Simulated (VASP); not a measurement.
# Cu3Au (Auricupride) (Pm-3m) in VASP: further runs

Aim: see how the results for Cu3Au (Auricupride) move with the level of theory and the settings. Levels: PBE, LDA. Tasks: band structure.

Everything below comes from runs of VASP 6.6.1. Logs are shortened: lines on timing, memory, paths and dates and some standing lists are left out, and cuts for length are marked.

### Step 1. The structure

Symmetry: Pm-3m, No. 221, cubic system. The conventional cell has a = 3.740 Å, b = 3.740 Å, c = 3.740 Å, α = 90.00°, β = 90.00°, γ = 90.00°. Au (site symmetry m-3m) has 12 Cu at 2.64 Å as nearest neighbours. Cu (site symmetry 4/mmm) has 4 Au at 2.64 Å and 8 Cu at 2.64 Å as nearest neighbours.

### Step 2. Band structure, PBE

The input, INCAR:

```
PREC = Accurate
ENCUT = 520
EDIFF = 1E-6
ISMEAR = -1
SIGMA = 0.05
LREAL = False
LASPH = True
NELM = 60
ALGO = Fast
ISIF = 2
LWAVE = False
LCHARG = False
LMAXMIX = 4
GGA = PE
```

The input, KPOINTS:

```
regular mesh
0
Gamma
  7 7 7
```

The input, POSCAR:

```
Cu3Au
1.0
    3.7400000000      0.0000000000      0.0000000000
    0.0000000000      3.7400000000      0.0000000000
    0.0000000000      0.0000000000      3.7400000000
Au Cu
1 3
Direct
    0.0000000000      0.0000000000      0.0000000000
    0.5000000000      0.5000000000      0.0000000000
    0.5000000000      0.0000000000      0.5000000000
    0.0000000000      0.5000000000      0.5000000000
```

The input, KPOINTS_OPT:

```
path GXMGRX,MR
10
line-mode
reciprocal
 0.0000000000  0.0000000000  0.0000000000  G
 0.0000000000  0.5000000000  0.0000000000  X

 0.0000000000  0.5000000000  0.0000000000  X
 0.5000000000  0.5000000000  0.0000000000  M

 0.5000000000  0.5000000000  0.0000000000  M
 0.0000000000  0.0000000000  0.0000000000  G

 0.0000000000  0.0000000000  0.0000000000  G
 0.5000000000  0.5000000000  0.5000000000  R

 0.5000000000  0.5000000000  0.5000000000  R
 0.0000000000  0.5000000000  0.0000000000  X

 0.5000000000  0.5000000000  0.0000000000  M
 0.5000000000  0.5000000000  0.5000000000  R
```

Potentials or basis: VASP PAW PBE potentials, release 64 (Au, Cu).

Started as:

```bash
$ cat potpaw_PBE.64/Au/POTCAR potpaw_PBE.64/Cu/POTCAR > POTCAR
$ mpirun -np 1 vasp_std > vasp.out
```

OUTCAR:

```text
PREC = Accurate
   ENCUT = 520
   EDIFF = 1E-6
   ISMEAR = -1
   LREAL = False
   LASPH = True
   NELM = 60
   ISIF = 2
   GGA = PE

 ion  position               nearest neighbor table
   1  0.000  0.000  0.000-   2 2.64   3 2.64   4 2.64   3 2.64   4 2.64   2 2.64   4 2.64   4 2.64
                             2 2.64   3 2.64   3 2.64   2 2.64
   2  0.500  0.500  0.000-   1 2.64   3 2.64   4 2.64   3 2.64   4 2.64   1 2.64   3 2.64   3 2.64
                             1 2.64   4 2.64   4 2.64   1 2.64
   3  0.500  0.000  0.500-   1 2.64   2 2.64   4 2.64   1 2.64   2 2.64   2 2.64   4 2.64   2 2.64
                             1 2.64   4 2.64   1 2.64   4 2.64
   4  0.000  0.500  0.500-   1 2.64   2 2.64   3 2.64   1 2.64   2 2.64   1 2.64   3 2.64   1 2.64
                             2 2.64   3 2.64   2 2.64   3 2.64

  LATTYP: Found a simple cubic cell.
 ALAT       =     3.7400000000

  Lattice vectors:

 A1 = (   3.7400000000,   0.0000000000,   0.0000000000)
 A2 = (   0.0000000000,   3.7400000000,   0.0000000000)
 A3 = (   0.0000000000,   0.0000000000,   3.7400000000)

Analysis of symmetry for initial positions (statically):
=====================================================================
 Subroutine PRICEL returns:
 Original cell was already a primitive cell.

 Routine SETGRP: Setting up the symmetry group for a
 simple cubic supercell.

 Subroutine GETGRP returns: Found 48 space group operations
 (whereof 48 operations were pure point group operations)
 out of a pool of 48 trial point group operations.

The static configuration has the point symmetry O_h .

Analysis of symmetry for dynamics (positions and initial velocities):
=====================================================================
 Subroutine PRICEL returns:
 Original cell was already a primitive cell.

 Routine SETGRP: Setting up the symmetry group for a
 simple cubic supercell.

 Subroutine GETGRP returns: Found 48 space group operations
 (whereof 48 operations were pure point group operations)
 out of a pool of 48 trial point group operations.

The dynamic configuration has the point symmetry O_h .

 Subroutine INISYM returns: Found 48 space group operations
 (whereof 48 operations are pure point group operations),
 and found     1 'primitive' translations

----------------------------------------------------------------------------------------

                                     Primitive cell

  volume of cell :      52.3136

  direct lattice vectors                    reciprocal lattice vectors
     3.740000000  0.000000000  0.000000000     0.267379679  0.000000000  0.000000000
     0.000000000  3.740000000  0.000000000     0.000000000  0.267379679  0.000000000
     0.000000000  0.000000000  3.740000000     0.000000000  0.000000000  0.267379679

  length of vectors
     3.740000000  3.740000000  3.740000000     0.267379679  0.267379679  0.267379679

  position of ions in fractional coordinates (direct lattice)
     0.000000000  0.000000000  0.000000000
     0.500000000  0.500000000  0.000000000
     0.500000000  0.000000000  0.500000000
     0.000000000  0.500000000  0.500000000

  ion indices of the primitive-cell ions
   primitive index   ion index
                 1           1
                 2           2
                 3           3
                 4           4

----------------------------------------------------------------------------------------

 KPOINTS: regular mesh

Automatic generation of k-mesh.
 Grid dimensions read from file:
 generate k-points for:    7    7    7

 Generating k-lattice:

  Cartesian coordinates                     Fractional coordinates (reciprocal lattice)
     0.038197097  0.000000000  0.000000000     0.142857143  0.000000000  0.000000000
     0.000000000  0.038197097  0.000000000     0.000000000  0.142857143  0.000000000
     0.000000000  0.000000000  0.038197097     0.000000000  0.000000000  0.142857143

  Length of vectors
     0.038197097  0.038197097  0.038197097

  Shift w.r.t. Gamma in fractional coordinates (k-lattice)
     0.000000000  0.000000000  0.000000000

 Subroutine IBZKPT returns following result:
 ===========================================

 Found     20 irreducible k-points:

 Following reciprocal coordinates:
            Coordinates               Weight
  0.000000  0.000000  0.000000      1.000000
  0.142857  0.000000  0.000000      6.000000
  0.285714  0.000000  0.000000      6.000000
  0.428571  0.000000  0.000000      6.000000
  0.142857  0.142857  0.000000     12.000000
  0.285714  0.142857  0.000000     24.000000
[... 12 lines left out ...]
  0.428571  0.428571  0.285714     24.000000
  0.428571  0.428571  0.428571      8.000000
   k-points           NKPTS =     20   k-points in BZ     NKDIM =     20   number of bands    NBANDS=     26
   number of dos      NEDOS =    301   number of ions     NIONS =      4
   total plane-waves  NPLWV =  21952
   dimension x,y,z NGX =    28 NGY =   28 NGZ =   28
   dimension x,y,z NGXF=    56 NGYF=   56 NGZF=   56
   ions per type =               1   3
   NGX,Y,Z   is equivalent  to a cutoff of  12.45, 12.45, 12.45 a.u.
   NGXF,Y,Z  is equivalent  to a cutoff of  24.89, 24.89, 24.89 a.u.
 SYSTEM =  unknown system
   PREC   = accura    normal or accurate (medium, high low for compatibility)
   ISTART =      0    job   : 0-new  1-cont  2-samecut
   ICHARG =      2    charge: 1-file 2-atom 10-const
   ISPIN  =      1    spin polarized calculation?
   LNONCOLLINEAR =      F non collinear calculations
   LSORBIT =      F    spin-orbit coupling
   LASPH  =      T    aspherical Exc in radial PAW
   ENCUT  =  520.0 eV  38.22 Ry    6.18 a.u.   6.95  6.95  6.95*2*pi/ulx,y,z
   NELM   =     60;   NELMIN=  2; NELMDL= -5     # of ELM steps
   EDIFF  = 0.1E-05   stopping-criterion for ELM
   LREAL  =      F    real-space projection
   EDIFFG = 0.1E-04   stopping-criterion for IOM
   NSW    =      0    number of steps for IOM
   IBRION =     -1    ionic relax: 0-MD 1-quasi-New 2-CG
   NFREE  =      0    steps in history (QN), initial steepest desc. (CG)
   ISIF   =      2    stress and relaxation
   ISYM   =      2    0-nonsym 1-usesym 2-fastsym
   POTIM  = 0.5000    time-step for ionic-motion
   TEBEG  =    0.0;   TEEND  =   0.0 temperature during run
   PSTRESS=    0.0 pullay stress
   NELECT =      44.0000    total number of electrons
   NUPDOWN=      -1.0000    fix difference up-down
   EMIN   =  10.00;   EMAX   =-10.00  energy-range for DOS
   EFERMI =   0.00;   METHOD = LEGACY
   ISMEAR =    -1;   SIGMA  =   0.05  broadening in eV -4-tet -1-fermi 0-gaus
   EFERMI_NEDOS =   21; number of points for ismear=-14 and -15
   IALGO  =     68    algorithm
   IMIX   =      4    mixing-type and parameters
     AMIX     =   0.40;   BMIX     =  1.00
     AMIX_MAG =   1.60;   BMIX_MAG =  1.00
  volume/ion in A,a.u.               =      13.08        88.26
  Fermi-wavevector in a.u.,A,eV,Ry     =   1.545328  2.920247 32.491255  2.388040
  Thomas-Fermi vector in A             =   2.650723
   LORBIT       =      0    0 simple, 1 ext, 2 COOP (PROOUT), +10 PAW based schemes
   GGA     = PE    functional components
   LHFCALC =     F    Hartree Fock is set to
   AEXX    =    0.0000 exact exchange contribution
   IVDW    =     0    specifies the selected vdW correction
   LEPSILON=     F    determine dielectric tensor
   LRPA    =     F    only Hartree local field effects (RPA)
 non-spin polarized calculation
 RMM-DIIS sequential band-by-band and
  energy-cutoff  :      520.00
  volume of cell :       52.31
 maximum number of plane-waves:      1422
 NGX is ok and might be reduce to    28
   NGX = 13   NGY = 13   NGZ = 13

 number of electron      44.0000060 magnetization

 Free energy of the ion-electron system (eV)
  ---------------------------------------------------
  ext. energy  EPLUGINS =         0.00000000
  ---------------------------------------------------
  free energy    TOTEN  =       -14.56261124 eV

  energy without entropy =      -14.55023087  energy(sigma->0) =      -14.55642105

 E-fermi :   8.2967     XC(G=0): -12.7373

 val. band max:        8.2811705392   @ k =   0.2857   0.2857   0.0000
 cond. band min:       8.3744075304   @ k =   0.1429   0.0000   0.0000
 fundamental gap:      0.0932369913
 Fermi energy:         8.2967017001

 k-point     1 :       0.0000    0.0000    0.0000
  band No.  band energies     occupation
      1      -1.3355      2.00000
      2       1.9189      2.00000
      3       1.9189      2.00000
      4       2.7510      2.00000
      5       2.7510      2.00000
      6       2.7510      2.00000
[... 18 lines left out ...]
     25      14.3815      0.00000
     26      15.9525      0.00000

 k-point     2 :       0.1429    0.0000    0.0000
  band No.  band energies     occupation
      1      -1.0896      2.00000
      2       2.0097      2.00000
      3       2.0347      2.00000
      4       2.8006      2.00000
      5       2.8106      2.00000
      6       2.8106      2.00000
[... 18 lines left out ...]
     25      14.8407      0.00000
     26      15.8697      0.00000

 k-point     3 :       0.2857    0.0000    0.0000
  band No.  band energies     occupation
      1      -0.3900      2.00000
      2       2.2320      2.00000
      3       2.2545      2.00000
      4       2.9230      2.00000
      5       2.9711      2.00000
      6       2.9711      2.00000
[... 18 lines left out ...]
     25      15.2207      0.00000
     26      15.6617      0.00000

 k-point     4 :       0.4286    0.0000    0.0000
  band No.  band energies     occupation
      1       0.5542      2.00000
      2       2.1101      2.00000
      3       2.4340      2.00000
      4       3.0360      2.00000
      5       3.1445      2.00000
      6       3.1445      2.00000
[... 18 lines left out ...]
     25      15.4777      0.00000
     26      15.6338      0.00000

 k-point     5 :       0.1429    0.1429    0.0000
  band No.  band energies     occupation
      1      -0.8475      2.00000
      2       2.1020      2.00000
      3       2.1482      2.00000
      4       2.8286      2.00000
      5       2.8578      2.00000
      6       2.8833      2.00000
[... 18 lines left out ...]
     25      15.3301      0.00000
     26      16.7980      0.00000

 k-point     6 :       0.2857    0.1429    0.0000
  band No.  band energies     occupation
      1      -0.1596      2.00000
      2       2.2907      2.00000
      3       2.3961      2.00000
      4       2.9396      2.00000
      5       2.9874      2.00000
      6       3.0300      2.00000
[... 311 lines left out ...]
 k-point    17 :       0.2857    0.2857    0.2857
  band No.  band energies     occupation
      1       1.1513      2.00000
      2       2.4537      2.00000
      3       2.4537      2.00000
      4       3.2594      2.00000
      5       3.2863      2.00000
      6       3.2863      2.00000
[... 18 lines left out ...]
     25      13.4887      0.00000
     26      14.3503      0.00000

 k-point    18 :       0.4286    0.2857    0.2857
  band No.  band energies     occupation
      1       1.7394      2.00000
      2       2.2217      2.00000
      3       2.3553      2.00000
      4       3.1001      2.00000
      5       3.3112      2.00000
      6       3.8084      2.00000
[... 18 lines left out ...]
     25      12.1291      0.00000
     26      12.9484      0.00000

 k-point    19 :       0.4286    0.4286    0.2857
  band No.  band energies     occupation
      1       1.8945      2.00000
      2       2.1546      2.00000
      3       2.2201      2.00000
      4       2.9814      2.00000
      5       3.5799      2.00000
      6       3.9342      2.00000
[... 18 lines left out ...]
     25      12.2485      0.00000
     26      13.5840      0.00000

 k-point    20 :       0.4286    0.4286    0.4286
  band No.  band energies     occupation
      1       1.8873      2.00000
      2       1.9606      2.00000
      3       1.9606      2.00000
      4       3.0166      2.00000
      5       3.8467      2.00000
      6       3.8467      2.00000
[... 18 lines left out ...]
     25      11.3191      0.00000
     26      12.7175      0.00000

------------------------ aborting loop because EDIFF is reached ----------------------------------------

  FORCE on cell =-STRESS in cart. coord.  units (eV):
  Direction    XX          YY          ZZ          XY          YZ          ZX
  --------------------------------------------------------------------------------------
  -------------------------------------------------------------------------------------
  Total        1.7361979      1.7361979      1.7361979      0.0000000      0.0000000      0.0000000
  in kB       53.1734713     53.1734713     53.1734713      0.0000000      0.0000000      0.0000000
  external PRESSURE =      53.1734713 kB  Pullay stress =       0.0000000 kB

 VOLUME and BASIS-vectors are now :
 -----------------------------------------------------------------------------
  energy-cutoff  :      520.00
  volume of cell :       52.31
      direct lattice vectors                 reciprocal lattice vectors
     3.740000000  0.000000000  0.000000000     0.267379679  0.000000000  0.000000000
     0.000000000  3.740000000  0.000000000     0.000000000  0.267379679  0.000000000
     0.000000000  0.000000000  3.740000000     0.000000000  0.000000000  0.267379679

 POSITION                                       TOTAL-FORCE (eV/Angst)
 -----------------------------------------------------------------------------------
      0.00000      0.00000      0.00000         0.000000      0.000000      0.000000
      1.87000      1.87000      0.00000         0.000000      0.000000      0.000000
      1.87000      0.00000      1.87000         0.000000      0.000000      0.000000
      0.00000      1.87000      1.87000         0.000000      0.000000      0.000000
 -----------------------------------------------------------------------------------
    total drift:                                0.000000      0.000000      0.000000

  FREE ENERGIE OF THE ION-ELECTRON SYSTEM (eV)
  ---------------------------------------------------
  free  energy   TOTEN  =       -14.5626112385 eV

  energy  without entropy=      -14.5502308658  energy(sigma->0) =      -14.55642105
```

Wall time 81 s (1 thread of Intel Xeon Platinum 8375C at 2.90GHz (Ice Lake), shared host); peak memory 0.19 GiB.

What came out:

* Free energy: -14.5626 eV
* Pressure: 5.3 GPa
* Band gap along the path: none (metal or under the smearing width)

Levels at the corners of the path, in eV from the Fermi level:
```csv
point,band 20,band 21,band 22,band 23,band 24,band 25
Γ,-1.33,-1.33,1.32,1.32,1.32,6.08
X,-1.88,-1.48,-1.33,5.88,5.88,6.66
X,-1.88,-1.48,-1.33,5.88,5.88,6.66
M,-2.10,-0.46,-0.46,-0.35,0.41,8.66
M,-2.10,-0.46,-0.46,-0.35,0.41,8.66
Γ,-1.33,-1.33,1.32,1.32,1.32,6.08
Γ,-1.33,-1.33,1.32,1.32,1.32,6.08
R,-1.55,-1.03,-1.00,-1.00,-1.00,2.55
R,-1.55,-1.03,-1.00,-1.00,-1.00,2.55
X,-1.88,-1.48,-1.33,5.88,5.88,6.66
M,-2.10,-0.46,-0.46,-0.35,0.41,8.66
R,-1.55,-1.03,-1.00,-1.00,-1.00,2.55
```

Caveat: spin-orbit coupling is left out, which moves the levels of the heavy elements.

(Continued in part 2 of 2.)
